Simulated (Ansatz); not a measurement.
HfB2: projected density of states with PBEsol+U

Crystal: HfB2.

```
Hf B
1.0
     3.14000    0.00000    0.00000
    -1.57000    2.71932    0.00000
     0.00000    0.00000    3.48000
Hf B
1 2
Cartesian
  0.0000 0.0000 0.0000
  1.5700 0.9064 1.7400
  0.0000 1.8129 1.7400
```

```yaml
Program: Ansatz 0.2.0
Task: projected density of states
Functional: PBEsol
Potentials_or_basis: Ansatz PAW
Cutoff: "420 eV (not typed: the program's choice for these potentials)"
k_mesh: 10 × 10 × 8
Occupations: fermi-dirac, width 0.05 eV
Spin: no spin polarisation
Hubbard_terms: Hf d U = 4 eV
Hubbard_projectors: ortho-atomic (the default)
Double_counting: fll (the default)
```

```yaml
Pressure: -0.3 GPa
Band_gap_on_the_k_mesh: none (metal or under the smearing width)
Density_of_states_at_the_Fermi_level: 0.18 states/eV per cell
```

Stress tensor (GPa, compression positive):
```
-1.21  0.00  0.00
 0.00 -1.21  0.00
 0.00  0.00  1.54
```

Levels at points of the mesh, in eV from the Fermi level:
| k point | band 13 | band 14 | band 15 | band 16 | band 17 | band 18 | band 19 | band 20 |
| --- | --- | --- | --- | --- | --- | --- | --- | --- |
| (0.00, 0.00, 0.00) | -3.04 | -2.99 | -2.99 | -2.85 | 4.21 | 4.21 | 4.60 | 4.60 |
| (0.00, 0.00, -0.50) | -8.71 | -1.33 | -1.33 | 0.41 | 0.41 | 1.05 | 1.05 | 2.35 |
| (0.00, -0.50, 0.00) | -9.22 | -4.10 | -3.60 | -2.74 | 1.88 | 2.94 | 5.54 | 5.70 |
| (0.00, -0.50, -0.50) | -7.70 | -5.02 | -4.79 | -3.05 | 3.74 | 4.19 | 6.25 | 7.13 |

States per cell in windows of 0.5 eV (zero at the Fermi level; states under -8 eV left out):
| from (eV) | total | Hf 5d | B 2p | B 2s | Hf 6s | Hf 5p | Hf 4f |
| --- | --- | --- | --- | --- | --- | --- | --- |
| -8.0 | 0.34 | 0.06 | 0.18 | 0.07 | 0.01 | 0.01 | 0.00 |
| -7.5 | 0.31 | 0.06 | 0.17 | 0.06 | 0.01 | 0.01 | 0.00 |
| -7.0 | 0.38 | 0.07 | 0.22 | 0.05 | 0.02 | 0.01 | 0.00 |
| -6.5 | 0.33 | 0.06 | 0.21 | 0.03 | 0.01 | 0.01 | 0.00 |
| -6.0 | 0.48 | 0.08 | 0.33 | 0.03 | 0.01 | 0.01 | 0.00 |
| -5.5 | 0.53 | 0.11 | 0.36 | 0.03 | 0.01 | 0.01 | 0.00 |
| -5.0 | 0.59 | 0.13 | 0.41 | 0.03 | 0.01 | 0.01 | 0.00 |
| -4.5 | 0.75 | 0.18 | 0.52 | 0.02 | 0.02 | 0.02 | 0.00 |
| -4.0 | 1.10 | 0.31 | 0.73 | 0.02 | 0.01 | 0.02 | 0.00 |
| -3.5 | 0.73 | 0.22 | 0.48 | 0.01 | 0.00 | 0.02 | 0.00 |
| -3.0 | 0.52 | 0.25 | 0.25 | 0.00 | 0.00 | 0.01 | 0.00 |
| -2.5 | 0.43 | 0.27 | 0.15 | 0.00 | 0.00 | 0.00 | 0.00 |
| -2.0 | 0.39 | 0.26 | 0.11 | 0.00 | 0.01 | 0.00 | 0.00 |
| -1.5 | 0.28 | 0.20 | 0.08 | 0.00 | 0.00 | 0.00 | 0.00 |
| -1.0 | 0.15 | 0.11 | 0.04 | 0.00 | 0.00 | 0.00 | 0.00 |
| -0.5 | 0.07 | 0.05 | 0.02 | 0.00 | 0.00 | 0.00 | 0.00 |
| 0.0 | 0.14 | 0.10 | 0.04 | 0.00 | 0.00 | 0.00 | 0.00 |
| 0.5 | 0.27 | 0.18 | 0.08 | 0.00 | 0.00 | 0.00 | 0.00 |
| 1.0 | 0.48 | 0.28 | 0.16 | 0.02 | 0.01 | 0.00 | 0.00 |
| 1.5 | 0.56 | 0.32 | 0.17 | 0.03 | 0.01 | 0.00 | 0.00 |
| 2.0 | 0.49 | 0.31 | 0.12 | 0.03 | 0.01 | 0.00 | 0.00 |
| 2.5 | 0.54 | 0.35 | 0.13 | 0.03 | 0.01 | 0.00 | 0.00 |
| 3.0 | 0.63 | 0.41 | 0.13 | 0.04 | 0.01 | 0.00 | 0.00 |
| 3.5 | 0.70 | 0.46 | 0.14 | 0.05 | 0.02 | 0.00 | 0.00 |
| 4.0 | 0.83 | 0.53 | 0.16 | 0.06 | 0.04 | 0.00 | 0.00 |
| 4.5 | 0.93 | 0.57 | 0.16 | 0.10 | 0.04 | 0.00 | 0.00 |
| 5.0 | 0.93 | 0.54 | 0.16 | 0.11 | 0.06 | 0.00 | 0.00 |
| 5.5 | 0.83 | 0.45 | 0.18 | 0.10 | 0.04 | 0.00 | 0.00 |
| 6.0 | 0.96 | 0.45 | 0.23 | 0.14 | 0.08 | 0.00 | 0.00 |
| 6.5 | 0.92 | 0.39 | 0.26 | 0.13 | 0.09 | 0.00 | 0.00 |
| 7.0 | 0.92 | 0.32 | 0.26 | 0.19 | 0.08 | 0.00 | 0.00 |
| 7.5 | 0.78 | 0.23 | 0.23 | 0.17 | 0.08 | 0.00 | 0.00 |

Eigenvalues of the final occupation matrices:
| site | spin | trace | eigenvalues |
| --- | --- | --- | --- |
| site 1 | 1 | 1.48 | 0.28 0.28 0.28 0.32 0.32 |

Wall time 6 s on 2 threads of Intel(R) Xeon(R) Platinum 8259CL CPU @ 2.50GHz (Skylake/Cascade Lake) (shared host), peak memory 0.5 GiB.

Caveat: U without spin polarisation on a metal has little footing; the PAW data sets come from PBE, with cores solved anew for the run's functional, which leaves a small shift of forces and pressure; the U is typed as a test and isn't derived for this compound. The run has no spin-orbit coupling, so splittings on Hf are missing.
